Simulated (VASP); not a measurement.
# Hf (Fm-3m) in VASP: settings compared

Aim: see how the results for Hf move with the level of theory and the settings. Levels: PBE, r2SCAN. Tasks: single point.

All numbers are computed with VASP 6.6.1; they aren't measurements. Logs are shortened: lines on timing, memory, paths and dates and some standing lists are left out, and cuts for length are marked.

### 1 The structure

The structure is cubic, space group Fm-3m (No. 225). The conventional cell has a = 4.478 Å, b = 4.478 Å, c = 4.478 Å, α = 90.00°, β = 90.00°, γ = 90.00°. Around Hf (site symmetry m-3m) lie 12 Hf at 3.17 Å.

The cell was built by a generator and needn't be a form met in nature.

### 2 Single point, PBE

File INCAR:

```
ALGO = Normal
EDIFF = 1E-6
ENCUT = 520
GGA = PE
ISIF = 2
ISMEAR = 0
LASPH = True
LCHARG = False
LREAL = False
LWAVE = False
NBANDS = 11
NELM = 100
PREC = Accurate
SIGMA = 0.05
```

File KPOINTS:

```
k-points
0
Gamma
  8 8 8
```

File POSCAR:

```
Hf
1.0
    0.0000000000      2.2389399613      2.2389399613
    2.2389399613      0.0000000000      2.2389399613
    2.2389399613      2.2389399613      0.0000000000
Hf
1
Direct
    0.0000000000      0.0000000000      0.0000000000
```

Potentials or basis: VASP PAW PBE potentials, release 64 (Hf_pv).

Started as:

```bash
$ cat potpaw_PBE.64/Hf_pv/POTCAR > POTCAR
$ mpirun -np 1 vasp_std > vasp.out
```

OUTCAR:

```text
EDIFF = 1E-6
   ENCUT = 520
   GGA = PE
   ISIF = 2
   ISMEAR = 0
   LASPH = True
   LREAL = False
   NELM = 100
   PREC = Accurate

 ion  position               nearest neighbor table
   1  0.000  0.000  0.000-

  LATTYP: Found a face centered cubic cell.
 ALAT       =     4.4778799226

  Lattice vectors:

 A1 = (   0.0000000000,   2.2389399613,   2.2389399613)
 A2 = (   2.2389399613,   0.0000000000,   2.2389399613)
 A3 = (   2.2389399613,   2.2389399613,   0.0000000000)

Analysis of symmetry for initial positions (statically):
=====================================================================
 Subroutine PRICEL returns:
 Original cell was already a primitive cell.

 Routine SETGRP: Setting up the symmetry group for a
 face centered cubic supercell.

 Subroutine GETGRP returns: Found 48 space group operations
 (whereof 48 operations were pure point group operations)
 out of a pool of 48 trial point group operations.

The static configuration has the point symmetry O_h .

Analysis of symmetry for dynamics (positions and initial velocities):
=====================================================================
 Subroutine PRICEL returns:
 Original cell was already a primitive cell.

 Routine SETGRP: Setting up the symmetry group for a
 face centered cubic supercell.

 Subroutine GETGRP returns: Found 48 space group operations
 (whereof 48 operations were pure point group operations)
 out of a pool of 48 trial point group operations.

The dynamic configuration has the point symmetry O_h .

 Subroutine INISYM returns: Found 48 space group operations
 (whereof 48 operations are pure point group operations),
 and found     1 'primitive' translations

----------------------------------------------------------------------------------------

                                     Primitive cell

  volume of cell :      22.4469

  direct lattice vectors                    reciprocal lattice vectors
     0.000000000  2.238939961  2.238939961    -0.223319968  0.223319968  0.223319968
     2.238939961  0.000000000  2.238939961     0.223319968 -0.223319968  0.223319968
     2.238939961  2.238939961  0.000000000     0.223319968  0.223319968 -0.223319968

  length of vectors
     3.166339259  3.166339259  3.166339259     0.386801531  0.386801531  0.386801531

  position of ions in fractional coordinates (direct lattice)
     0.000000000  0.000000000  0.000000000

  ion indices of the primitive-cell ions
   primitive index   ion index
                 1           1

----------------------------------------------------------------------------------------

 KPOINTS: k-points

Automatic generation of k-mesh.
 Grid dimensions read from file:
 generate k-points for:    8    8    8

 Generating k-lattice:

  Cartesian coordinates                     Fractional coordinates (reciprocal lattice)
    -0.027914996  0.027914996  0.027914996     0.125000000  0.000000000  0.000000000
     0.027914996 -0.027914996  0.027914996     0.000000000  0.125000000  0.000000000
     0.027914996  0.027914996 -0.027914996     0.000000000  0.000000000  0.125000000

  Length of vectors
     0.048350191  0.048350191  0.048350191

  Shift w.r.t. Gamma in fractional coordinates (k-lattice)
     0.000000000  0.000000000  0.000000000

 Subroutine IBZKPT returns following result:
 ===========================================

 Found     29 irreducible k-points:

 Following reciprocal coordinates:
            Coordinates               Weight
  0.000000  0.000000  0.000000      1.000000
  0.125000  0.000000  0.000000      8.000000
  0.250000  0.000000  0.000000      8.000000
  0.375000  0.000000  0.000000      8.000000
  0.500000  0.000000  0.000000      4.000000
  0.125000  0.125000  0.000000      6.000000
[... 16 lines left out ...]
  0.500000  0.250000  0.125000     48.000000
 -0.375000  0.250000  0.125000     24.000000
 [... further k-points ...]
   k-points           NKPTS =     29   k-points in BZ     NKDIM =     29   number of bands    NBANDS=     11
   number of dos      NEDOS =    301   number of ions     NIONS =      1
   total plane-waves  NPLWV =  13824
   dimension x,y,z NGX =    24 NGY =   24 NGZ =   24
   dimension x,y,z NGXF=    48 NGYF=   48 NGZF=   48
   ions per type =               1
   NGX,Y,Z   is equivalent  to a cutoff of  12.60, 12.60, 12.60 a.u.
   NGXF,Y,Z  is equivalent  to a cutoff of  25.20, 25.20, 25.20 a.u.
 SYSTEM =  unknown system
   PREC   = accura    normal or accurate (medium, high low for compatibility)
   ISTART =      0    job   : 0-new  1-cont  2-samecut
   ICHARG =      2    charge: 1-file 2-atom 10-const
   ISPIN  =      1    spin polarized calculation?
   LNONCOLLINEAR =      F non collinear calculations
   LSORBIT =      F    spin-orbit coupling
   LASPH  =      T    aspherical Exc in radial PAW
   ENCUT  =  520.0 eV  38.22 Ry    6.18 a.u.   5.89  5.89  5.89*2*pi/ulx,y,z
   NELM   =    100;   NELMIN=  2; NELMDL= -5     # of ELM steps
   EDIFF  = 0.1E-05   stopping-criterion for ELM
   LREAL  =      F    real-space projection
   EDIFFG = 0.1E-04   stopping-criterion for IOM
   NSW    =      0    number of steps for IOM
   IBRION =     -1    ionic relax: 0-MD 1-quasi-New 2-CG
   NFREE  =      0    steps in history (QN), initial steepest desc. (CG)
   ISIF   =      2    stress and relaxation
   ISYM   =      2    0-nonsym 1-usesym 2-fastsym
   POTIM  = 0.5000    time-step for ionic-motion
   TEBEG  =    0.0;   TEEND  =   0.0 temperature during run
   PSTRESS=    0.0 pullay stress
   NELECT =      10.0000    total number of electrons
   NUPDOWN=      -1.0000    fix difference up-down
   EMIN   =  10.00;   EMAX   =-10.00  energy-range for DOS
   EFERMI =   0.00;   METHOD = LEGACY
   ISMEAR =     0;   SIGMA  =   0.05  broadening in eV -4-tet -1-fermi 0-gaus
   EFERMI_NEDOS =   21; number of points for ismear=-14 and -15
   IALGO  =     38    algorithm
   IMIX   =      4    mixing-type and parameters
     AMIX     =   0.40;   BMIX     =  1.00
     AMIX_MAG =   1.60;   BMIX_MAG =  1.00
  volume/ion in A,a.u.               =      22.45       151.48
  Fermi-wavevector in a.u.,A,eV,Ry     =   1.250323  2.362769 21.270107  1.563309
  Thomas-Fermi vector in A             =   2.384323
   LORBIT       =      0    0 simple, 1 ext, 2 COOP (PROOUT), +10 PAW based schemes
   GGA     = PE    functional components
   LHFCALC =     F    Hartree Fock is set to
   AEXX    =    0.0000 exact exchange contribution
   IVDW    =     0    specifies the selected vdW correction
   LEPSILON=     F    determine dielectric tensor
   LRPA    =     F    only Hartree local field effects (RPA)
 non-spin polarized calculation
 Gauss-broadening in eV      SIGMA  =   0.05
  energy-cutoff  :      520.00
  volume of cell :       22.45
 maximum number of plane-waves:       620
   NGX = 11   NGY = 11   NGZ = 11

 number of electron      10.0000000 magnetization

 number of electron       9.9999999 magnetization

 Free energy of the ion-electron system (eV)
  ---------------------------------------------------
  ext. energy  EPLUGINS =         0.00000000
  ---------------------------------------------------
  free energy    TOTEN  =        -9.84239490 eV

  energy without entropy =       -9.84107720  energy(sigma->0) =       -9.84173605

 E-fermi :   4.7706     XC(G=0): -11.2721

 val. band max:        4.6782969121   @ k =  -0.2500   0.2500   0.0000
 cond. band min:       4.8152643552   @ k =   0.3750   0.0000   0.0000
 fundamental gap:      0.1369674431
 Fermi energy:         4.7705898131

 k-point     1 :       0.0000    0.0000    0.0000
  band No.  band energies     occupation
      1     -25.3206      2.00000
      2     -25.3206      2.00000
      3     -25.3206      2.00000
      4      -2.4823      2.00000
      5       6.1115      0.00000
      6       6.1115      0.00000
      7       6.1115      0.00000
      8       8.8924      0.00000
      9       8.8924      0.00000
     10      16.0125      0.00000
     11      17.7642      0.00000

 k-point     2 :       0.1250    0.0000    0.0000
  band No.  band energies     occupation
      1     -25.4448      2.00000
      2     -25.3364      2.00000
      3     -25.3364      2.00000
      4      -1.9515      2.00000
      5       5.6152      0.00000
      6       6.3413      0.00000
      7       6.3413      0.00000
      8       8.6674      0.00000
      9       8.6674      0.00000
     10      17.0790      0.00000
     11      17.7606      0.00000

 k-point     3 :       0.2500    0.0000    0.0000
  band No.  band energies     occupation
      1     -25.7344      2.00000
      2     -25.3744      2.00000
      3     -25.3744      2.00000
      4      -0.6064      2.00000
      5       4.8372      0.05968
      6       6.4661      0.00000
      7       6.4661      0.00000
      8       8.8848      0.00000
      9       8.8848      0.00000
     10      16.0511      0.00000
     11      17.7647      0.00000

 k-point     4 :       0.3750    0.0000    0.0000
  band No.  band energies     occupation
      1     -26.0108      2.00000
      2     -25.4121      2.00000
      3     -25.4121      2.00000
      4       0.6919      2.00000
      5       4.8153      0.20638
      6       6.0920      0.00000
      7       6.0920      0.00000
      8      10.1533      0.00000
      9      10.1533      0.00000
     10      14.6560      0.00000
     11      17.2189      0.00000
[... 239 lines left out ...]
 k-point    22 :       0.3750    0.2500    0.1250
  band No.  band energies     occupation
      1     -25.8027      2.00000
      2     -25.5232      2.00000
      3     -25.4242      2.00000
      4       0.5340      2.00000
      5       4.1342      2.00000
      6       5.5751      0.00000
      7       7.7106      0.00000
      8       7.9036      0.00000
      9      10.5532      0.00000
     10      17.3586      0.00000
     11      17.7951      0.00000

 k-point    23 :       0.5000    0.2500    0.1250
  band No.  band energies     occupation
      1     -25.9499      2.00000
      2     -25.6120      2.00000
      3     -25.4700      2.00000
      4       1.9088      2.00000
      5       4.0257      2.00000
      6       4.8195      0.16621
      7       7.3182      0.00000
      8       9.4746      0.00000
      9      11.8434      0.00000
     10      14.8716      0.00000
     11      17.7718      0.00000

 k-point    24 :      -0.3750    0.2500    0.1250
  band No.  band energies     occupation
      1     -26.0125      2.00000
      2     -25.6399      2.00000
      3     -25.4948      2.00000
      4       2.4367      2.00000
      5       3.8616      2.00000
      6       5.0963      0.00000
      7       7.0641      0.00000
      8      10.3865      0.00000
      9      12.4620      0.00000
     10      13.0902      0.00000
     11      17.7732      0.00000

 [... further k-points ...]

------------------------ aborting loop because EDIFF is reached ----------------------------------------

  FORCE on cell =-STRESS in cart. coord.  units (eV):
  Direction    XX          YY          ZZ          XY          YZ          ZX
  --------------------------------------------------------------------------------------
  -------------------------------------------------------------------------------------
  Total        0.0121959      0.0121959      0.0121959     -0.0000000     -0.0000000      0.0000000
  in kB        0.8704963      0.8704963      0.8704963     -0.0000000     -0.0000000      0.0000000
  external PRESSURE =       0.8704963 kB  Pullay stress =       0.0000000 kB

 VOLUME and BASIS-vectors are now :
 -----------------------------------------------------------------------------
  energy-cutoff  :      520.00
  volume of cell :       22.45
      direct lattice vectors                 reciprocal lattice vectors
     0.000000000  2.238939961  2.238939961    -0.223319968  0.223319968  0.223319968
     2.238939961  0.000000000  2.238939961     0.223319968 -0.223319968  0.223319968
     2.238939961  2.238939961  0.000000000     0.223319968  0.223319968 -0.223319968

 POSITION                                       TOTAL-FORCE (eV/Angst)
 -----------------------------------------------------------------------------------
      0.00000      0.00000      0.00000         0.000000      0.000000      0.000000
 -----------------------------------------------------------------------------------
    total drift:                               -0.000000      0.000000      0.000000

  FREE ENERGIE OF THE ION-ELECTRON SYSTEM (eV)
  ---------------------------------------------------
  free  energy   TOTEN  =        -9.8423948965 eV

  energy  without entropy=       -9.8410772043  energy(sigma->0) =       -9.84173605
```

It took 2.6 s on 1 thread of Intel Xeon 6975P-C (Granite Rapids), shared host; peak memory 0.13 GiB.

What came out:

- Free energy: -9.8424 eV
- Pressure: 0.1 GPa
- Band gap on the k mesh: none (metal or under the smearing width)

Levels at points of the mesh, in eV from the Fermi level:
| k point | band 2 | band 3 | band 4 | band 5 | band 6 | band 7 | band 8 | band 9 |
| --- | --- | --- | --- | --- | --- | --- | --- | --- |
| (0.00, 0.00, 0.00) | -30.09 | -30.09 | -7.25 | 1.34 | 1.34 | 1.34 | 4.12 | 4.12 |
| (0.50, 0.00, 0.00) | -30.20 | -30.20 | -3.68 | 0.52 | 1.12 | 1.12 | 6.22 | 6.22 |
| (0.50, 0.50, 0.00) | -30.38 | -30.38 | -3.29 | -2.18 | 2.44 | 6.24 | 6.84 | 6.84 |

Spin-orbit coupling is left out, which matters for the levels of Hf.

### 3 Single point, r2SCAN

File POSCAR:

```
Hf
1.0
    0.0000000000      2.2389280203      2.2389280203
    2.2389280203      0.0000000000      2.2389280203
    2.2389280203      2.2389280203      0.0000000000
Hf
1
Direct
    0.0000000000      0.0000000000      0.0000000000
```

File INCAR.step1:

```
SYSTEM = Hf
ALGO = Normal
EDIFF = 1E-4
ENCUT = 520
GGA = PE
ISMEAR = 0
LASPH = .True.
LCHARG = .False.
LREAL = .False.
LWAVE = .True.
NBANDS = 11
NELM = 100
PREC = Accurate
SIGMA = 0.05
```

File INCAR.step2:

```
SYSTEM = Hf
ALGO = Normal
EDIFF = 1E-6
ENCUT = 520
ISIF = 2
ISMEAR = 0
ISTART = 1
LASPH = .True.
LCHARG = .False.
LMIXTAU = .True.
LREAL = .False.
LWAVE = .False.
METAGGA = R2SCAN
NBANDS = 11
NELM = 100
PREC = Accurate
SIGMA = 0.05
```

File KPOINTS:

```
k-points
0
Gamma
  16 16 16
  0 0 0
```

Potentials or basis: VASP PAW PBE potentials, release 64 (Hf_pv).

Started as:

```bash
$ cat potpaw_PBE.64/Hf_pv/POTCAR > POTCAR
$ cp INCAR.step1 INCAR
$ mpirun -np 1 vasp_std > vasp.out
$ cp INCAR.step2 INCAR
$ mpirun -np 1 vasp_std > vasp.out
```

Wall time 34 s (1 thread of Intel Xeon 6975P-C (Granite Rapids), shared host); peak memory 0.16 GiB.

The run converged. Its results:

```yaml
Free_energy: -45.0645 eV
Pressure: -0.4 GPa
Band_gap_on_the_k_mesh: none (metal or under the smearing width)
```

Levels at points of the mesh, in eV from the Fermi level:
```
           k point  band 2  band 3  band 4  band 5  band 6  band 7  band 8  band 9
(0.00, 0.00, 0.00)  -31.13  -31.13   -7.54    1.61    1.61    1.61    4.59    4.59
(0.50, 0.00, 0.00)  -31.24  -31.24   -3.72    0.37    1.41    1.41    6.66    6.66
(0.50, 0.50, 0.00)  -31.42  -31.42   -3.30   -2.15    2.43    6.74    7.24    7.24
```

Caveat: the PAW data sets were made with another functional, which shifts forces and pressure a little. Spin-orbit coupling is left out, which matters for the levels of Hf.
